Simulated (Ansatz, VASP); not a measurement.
F in VASP and in Ansatz

The input INCAR:

```
  PREC = Accurate
  ENCUT = 520
  EDIFF = 1E-6
  ISMEAR = -1
  SIGMA = 0.05
  LREAL = False
  LASPH = True
  NELM = 60
  ALGO = Normal
  ISIF = 2
  LWAVE = False
  LCHARG = False
  GGA = PE
  NBANDS = 10
```

KPOINTS

```
Automatic mesh
0
Gamma
  17 17 17
```

The input POSCAR:

```
F
1.0
    1.6142902232      0.0000000000      0.0000000000
    0.0000000000      1.6142902232      0.0000000000
    0.0000000000      0.0000000000      1.6142902232
F
1
Direct
    0.0000000000      0.0000000000      0.0000000000
```

Input for Ansatz:

```yaml
crystal:
  lattice:
    - [1.6142902232, 0.0, 0.0]
    - [0.0, 1.6142902232, 0.0]
    - [0.0, 0.0, 1.6142902232]
  atoms:
    - { symbol: F, position: [0.0, 0.0, 0.0] }
kpoints:
  mp_grid: { grid: [17, 17, 17] }
  band_path:
    path:
      - [0.0, 0.0, 0.0]
      - [0.0, 0.5, 0.0]
      - [0.5, 0.5, 0.0]
      - [0.0, 0.0, 0.0]
      - [0.5, 0.5, 0.5]
      - [0.0, 0.5, 0.0]
      - [0.5, 0.5, 0.5]
      - [0.5, 0.5, 0.0]
    npoints: 8
scf:
  occupations: { method: fermi_dirac, width: 0.05 }
hamiltonian:
  xc: pbe
  pseudopotentials: { kind: all_electron, lapw: { basis_error: 0.001 } }
output:
  forces: true
  stress: true
  eigenvalues: true
  populations: true
  dos: { projected: true, de: 0.2, e_range: [-14, 8] }
```

Change from the starting cell: volume scaled by 0.4, LAPW.

Alike in both runs: task single point; functional PBE; k mesh 17 × 17 × 17; occupations fermi-dirac, width 0.05 eV; no spin polarisation.

|  | VASP | Ansatz |
| --- | --- | --- |
| version | VASP 6.6.1 | Ansatz 0.2.0 |
| potentials or method | VASP PAW PBE potentials, release 64 (F) | all-electron LAPW, scalar-relativistic |
| plane-wave cutoff (eV) | 520 | see its input |

```tsv
	VASP	Ansatz	Ansatz less VASP
pressure (GPa)	558.6	559.3	+0.69
```

Ansatz ran all-electron here, so the differences hold the error of VASP's frozen core and of both bases.

Caveats: the cell as given lies far from equilibrium; so large a pressure means that the cell lies far from this level's equilibrium, or that cutoff or potentials fall short (VASP); an odd number of electrons without spin polarisation forces a metal; a magnetic or distorted state may lie lower.
